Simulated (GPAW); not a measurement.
# HfN (P6_3/mmc) in GPAW: further runs

One crystal, HfN, is run at these levels: PBEsol; tasks: band structure.

All numbers are computed with GPAW 26.7.0; they aren't measurements. Logs are shortened: lines on timing, memory, paths and dates and some standing lists are left out, and cuts for length are marked. The log counts tension as positive stress, the text compression.

**1. The crystal as given**

Symmetry: P6_3/mmc, No. 194, hexagonal system. Conventional cell: a = 3.134 Å, b = 3.134 Å, c = 5.417 Å, α = 90.00°, β = 90.00°, γ = 120.00°. Hf (site symmetry -6m2) is surrounded by 6 N at 2.26 Å. N (site symmetry -3m) is surrounded by 6 Hf at 2.26 Å.

The cell comes from a database or a generator and needn't be the stable form of this composition.

**2. Band structure, PBEsol, 10.19 Å³/atom**

run.py

```python
from ase import Atoms
from ase.dft.bandgap import bandgap
from ase.io import write
from ase.units import GPa
from gpaw import GPAW, PW, setup_paths

setup_paths.insert(0, '.')

atoms = Atoms(['Hf', 'Hf', 'N', 'N'],
              cell=[[3.008551701, 0.0, 0.0],
                    [-1.5042758506, 2.6054822017, 0.0],
                    [0.0, 0.0, 5.2000970112]],
              scaled_positions=[[0.3333333333, 0.6666666667, 0.25],
                                [0.6666666667, 0.3333333333, 0.75],
                                [0.0, 0.0, 0.5],
                                [0.0, 0.0, 0.0]],
              pbc=True)

calc = GPAW(mode=PW(800),
            xc='PBEsol',
            kpts={'size': (7, 7, 4), 'gamma': True},
            occupations={'name': 'fermi-dirac', 'width': 0.05},
            nbands=33,
            convergence={'density': 1e-05, 'energy': 1e-05},
            maxiter=150,
            txt='gpaw.txt')
atoms.calc = calc
energy = atoms.get_potential_energy()
forces = atoms.get_forces()
stress = atoms.get_stress()
calc.write('gs.gpw')
write('result.traj', atoms)
print(f'Energy: {energy:.6f} eV')
print('Forces (eV/A):')
print(forces.round(4))
print('Stress (GPa):', (stress / GPa).round(3))
print('Fermi level:', round(calc.get_fermi_level(), 4), 'eV')
print(f'Gap: {bandgap(calc)[0]:.4f} eV, direct: {bandgap(calc, direct=True)[0]:.4f} eV')

path = atoms.cell.bandpath('GMKGALHA,LM,KH', npoints=60, eps=1e-4)
bs_calc = calc.fixed_density(kpts=path, symmetry='off', nbands=47,
                             convergence={'bands': 'CBM+6.0', 'eigenstates': 1e-6}, txt='bands.txt')
bs = bs_calc.band_structure()
bs.write('bs.json')
print(f'Gap on the path: {bandgap(bs_calc)[0]:.4f} eV')
```

Potentials or basis: PAW data sets generated in the run's folder for this functional, pw.

The run is started by

```
$ gpaw-setup -f PBEsol Hf N
$ OMP_NUM_THREADS=1 python run.py
```

gpaw.txt:

```text
__  _  _
 | _ |_)|_||  |
 |__||  | ||/\| - 26.7.0

Input parameters:
  mode=PW(ecut=800.0),
  convergence={'density': 1e-05, 'energy': 1e-05},
  kpts=MonkhorstPack(size=(7, 7, 4), gamma=True),
  maxiter=150,
  nbands=33,
  occupations=Occupations(name='fermi-dirac', width=0.05),
  xc=XC(name='PBEsol')

Diagonalizing LCAO Hamiltonian
Converting LCAO to pw mode

            Hf

       N Hf

       N

Atoms  # Å, Bohr magnetons
|   | symbol |         x |        y |        z |    initial magnetic moments |
|---|--------|-----------|----------|----------|-----------------------------|
| 0 |     Hf | -0.000000 | 1.736988 | 1.300024 | ( 0.0000,  0.0000,  0.0000) |
| 1 |     Hf |  1.504276 | 0.868494 | 3.900073 | ( 0.0000,  0.0000,  0.0000) |
| 2 |      N |  0.000000 | 0.000000 | 2.600049 | ( 0.0000,  0.0000,  0.0000) |
| 3 |      N |  0.000000 | 0.000000 | 0.000000 | ( 0.0000,  0.0000,  0.0000) |

Unit cell  # Å
| periodic |         x |        y |        z |  lengths |     angles |
|----------|-----------|----------|----------|----------|------------|
|      yes |  3.008552 | 0.000000 | 0.000000 | 3.008552 |  90.000000 |
|      yes | -1.504276 | 2.605482 | 0.000000 | 3.008552 |  90.000000 |
|      yes |  0.000000 | 0.000000 | 5.200097 | 5.200097 | 120.000000 |

Number of symmetries: 12
Symmetry operations  # r_c * U_cc + t_c -> r_c
|    | kind |            matrix            |
|----|------|------------------------------|
|  0 |  σ   |  1, 1, 0,  0,-1, 0,  0, 0, 1 |
|  1 |  S6  |  1, 1, 0, -1, 0, 0,  0, 0,-1 |
|  2 |  E   |  1, 0, 0,  0, 1, 0,  0, 0, 1 |
|  3 |  C2  |  1, 0, 0, -1,-1, 0,  0, 0,-1 |
|  4 |  C2  |  0, 1, 0,  1, 0, 0,  0, 0,-1 |
|  5 |  C3  |  0, 1, 0, -1,-1, 0,  0, 0, 1 |
|  6 |  S6  |  0,-1, 0,  1, 1, 0,  0, 0,-1 |
|  7 |  σ   |  0,-1, 0, -1, 0, 0,  0, 0, 1 |
|  8 |  σ   | -1, 0, 0,  1, 1, 0,  0, 0, 1 |
|  9 |  i   | -1, 0, 0,  0,-1, 0,  0, 0,-1 |
| 10 |  C3  | -1,-1, 0,  1, 0, 0,  0, 0, 1 |
| 11 |  C2  | -1,-1, 0,  0, 1, 0,  0, 0,-1 |

BZ-sampling:
  Number of BZ points: 196
  Number of IBZ points: 28

  Monkhorst-Pack size: [7, 7, 4]
  Monkhorst-Pack shift: [0.0, 0.0, 0.125]

K-points  # in reciprocal-cell coordinates
|     |                                coordinates |     weight |
|-----|--------------------------------------------|------------|
|   0 | (  0.00000000,   0.00000000,   0.00000000) | 0.00510204 |
|   1 | (  0.00000000,   0.00000000,   0.25000000) | 0.01020408 |
|   2 | (  0.00000000,   0.00000000,   0.50000000) | 0.00510204 |
|   3 | (  0.14285714,   0.00000000,  -0.25000000) | 0.03061224 |
|   4 | (  0.14285714,   0.00000000,   0.00000000) | 0.03061224 |
|   5 | (  0.14285714,   0.00000000,   0.25000000) | 0.03061224 |
|   6 | (  0.14285714,   0.00000000,   0.50000000) | 0.03061224 |
|   7 | (  0.28571429,  -0.14285714,   0.00000000) | 0.03061224 |
|   8 | (  0.28571429,  -0.14285714,   0.25000000) | 0.06122449 |
|   9 | (  0.28571429,  -0.14285714,   0.50000000) | 0.03061224 |
| ... |                                            |            |
|  27 | (  0.42857143,   0.42857143,   0.50000000) | 0.03061224 |

Plane wave coefficients: 2108
Cutoff: 800.0 eV

Spin-components: 1 (collinear spins)
Bands:           33
Projectors:      22
Spin-degeneracy: 2
Datatype:        complex128

Parallelization:
  kpt:    1
  domain: 1
  band:   1

Density:
  Valence electrons: 34.0
  Components: 1
  Grid points: [20 20 35]
  Charge: 0.0  # |e|

Potential:
  Grid points: [20 20 35]

species:
  Hf:
    name:    Hafnium
    Z:       72.0
    valence: 12
    core:    60
    charge:  0.0  # [|e|]
    compensation charges:
      type: gauss
      rc: 0.41  # [Å]
      lmax: 2
    cutoffs:
      filter: 2.36  # [Å]
      core: 4.02  # [Å]
    projectors
    | kind |    occ | energy [eV] | rcut [Å] |
    |------|--------|-------------|----------|
    |   5s |  2.000 |     -66.855 |    1.397 |
    |   6s |  2.000 |      -5.120 |    1.397 |
    |   5p |  6.000 |     -35.615 |    1.307 |
    |   6p |  0.000 |      -1.375 |    1.307 |
    |   5d |  2.000 |      -2.724 |    1.334 |
    |    d |        |      24.487 |    1.334 |

    Using partial waves for Hf as LCAO basis

  N:
    name:    Nitrogen
    Z:       7.0
    valence: 5
    core:    2
    charge:  0.0  # [|e|]
    compensation charges:
      type: gauss
      rc: 0.18  # [Å]
      lmax: 2
    cutoffs:
      filter: 1.11  # [Å]
      core: 0.96  # [Å]
    projectors
    | kind |    occ | energy [eV] | rcut [Å] |
    |------|--------|-------------|----------|
    |   2s |  2.000 |     -18.455 |    0.603 |
    |   2p |  3.000 |      -7.035 |    0.529 |
    |    s |        |       8.756 |    0.603 |
    |    p |        |      20.177 |    0.529 |
    |    d |        |       0.000 |    0.577 |

    Using partial waves for N as LCAO basis

Reference energy: -822476.690814  # eV

eigensolver:
  PPCG
  Converge bands: occupied
  niter=2

density mixing:
  MSR1-Mixer
  Pratt-step length: 0.05
  Maximum mixing coefficient: 0.75
  Old densities: 10
  SVD Regularization: 0.005
  Good broyden scale: 1.0
  Trust region scale: 1.0
  Backstep threshold: 4.0
  History deletion threshold: 6.0
  Fourier metric: weight=20.0, sigma=0.015

occupation numbers:
  Fermi-Dirac:
    width: 0.0500  # eV

poisson solver:
  ecut: 6400.0  # eV

xc functional:
  name: PBEsol with 2 nearest neighbor stencil

convergence criteria:
- Maximum integral of absolute [dens]ity change: 1e-05 electrons / valence electron
- Maximum [total energy] change in last 3 cyles: 1e-05 eV / valence electron
- Maximum integral of absolute [eigenst]ate change: 4e-08 eV^2 / valence electron
maximum number of iterations: 150

SCF iterations
|iter     | |      energy | eigst |  dens |
|---------|-|-------------|-------|-------|
|iter:   1| |  -43.847994 | +0.04 |       |
|iter:   2| |  -42.806238 | -2.06 | -0.92 |
|iter:   3| |  -40.250616 | -1.22 | -0.98 |
|iter:   4| |  -40.276544 | -2.90 | -1.69 |
|iter:   5| |  -40.297415 | -3.30 | -1.92 |
|iter:   6| |  -40.297336 | -4.96 | -3.02 |
|iter:   7| |  -40.297339c| -5.17 | -3.40 |
|iter:   8| |  -40.297293c| -5.81 | -3.51 |
|iter:   9| |  -40.297293c| -7.90c| -4.28 |
|iter:  10| |  -40.297293c| -7.64c| -4.78 |
|iter:  11| |  -40.297293c| -8.78c| -5.67c|

Converged in 11 steps
Energy contributions relative to reference atoms: (reference = -822476.690814)

Energy contributions:
  Kinetic:          89.862957
  Coulomb:         -81.726072
  Zero:             -0.469682
  External:          0.000000
  Xc:              -47.958760
  Entropy:          -0.011470
  Spinorbit:         0.000000
  ----------------------------
  Free energy:     -40.303028
  Extrapolated:    -40.297293

dipole moment: (-7.458913, -12.919217, -12.892293)  # |e|*Ang

Fermi level: 14.899
Eigenvalues  # (at kpt = [0.000, 0.000, 0.000])
| band index |      eig [eV] | occ [0-2] |
|------------|---------------|-----------|
|          0 |       -46.560 |     2.000 |
|        ... |               |           |
|          9 |         1.146 |     2.000 |
|         10 |         5.792 |     2.000 |
|         11 |         9.924 |     2.000 |
|         12 |         9.924 |     2.000 |
|         13 |        11.229 |     2.000 |
|         14 |        11.229 |     2.000 |
[... 8 lines left out ...]
|         23 |        21.672 |     0.000 |
|         24 |        21.672 |     0.000 |
|        ... |               |           |
|         32 |        35.498 |     0.000 |

No gap
No difference between direct/indirect transitions

Forces  # eV/Ang
|        x |        y |        z |
|----------|----------|----------|
| -0.00000 |  0.00000 | -0.00001 |  # Hf   0
|  0.00000 |  0.00000 |  0.00001 |  # Hf   1
|  0.00000 |  0.00000 |  0.00000 |  # N    2
| -0.00000 | -0.00000 |  0.00000 |  # N    3

Stress tensor  # eV/Ang^3
|         x |         y |         z |
|-----------|-----------|-----------|
| -0.262516 | -0.000000 |  0.000000 |
| -0.000000 | -0.262516 |  0.000000 |
|  0.000000 |  0.000000 | -0.262365 |

# Writing to gs.gpw (mode='')
```

It took 77 s on 1 thread of Arm Neoverse V2, shared host; peak memory 0.36 GiB.

Results:

| Property | Result |
| --- | --- |
| Free energy | -40.3030 eV |
| Pressure | 42.1 GPa |
| Band gap along the path | none (metal or under the smearing width) |

Caveat: the density grid can change from cell to cell, which puts small steps into energies and stress; spin-orbit coupling is left out, which moves the levels of the heavy elements.

**3. Band structure, PBEsol, 10.84 Å³/atom**

run.py: that of step 2 with these lines changed.

```diff
@@ -9,5 +9,5 @@
 atoms = Atoms(['Hf', 'Hf', 'N', 'N'],
-              cell=[[3.008551701, 0.0, 0.0],
-                    [-1.5042758506, 2.6054822017, 0.0],
-                    [0.0, 0.0, 5.2000970112]],
+              cell=[[3.0712298615, 0.0, 0.0],
+                    [-1.5356149308, 2.6597630809, 0.0],
+                    [0.0, 0.0, 5.3084323656]],
               scaled_positions=[[0.3333333333, 0.6666666667, 0.25],
```

Potentials or basis: PAW data sets generated in the run's folder for this functional, pw.

The run is started by

```
$ gpaw-setup -f PBEsol Hf N
$ OMP_NUM_THREADS=1 python run.py
```

It took 99 s on 1 thread of Arm Neoverse V2, shared host; peak memory 0.38 GiB.

The run converged. Its results:

* Free energy: -40.7841 eV
* Pressure: 17.2 GPa
* Band gap along the path: none (metal or under the smearing width)

Caveat: the density grid can change from cell to cell, which puts small steps into energies and stress; spin-orbit coupling is left out, which moves the levels of the heavy elements.
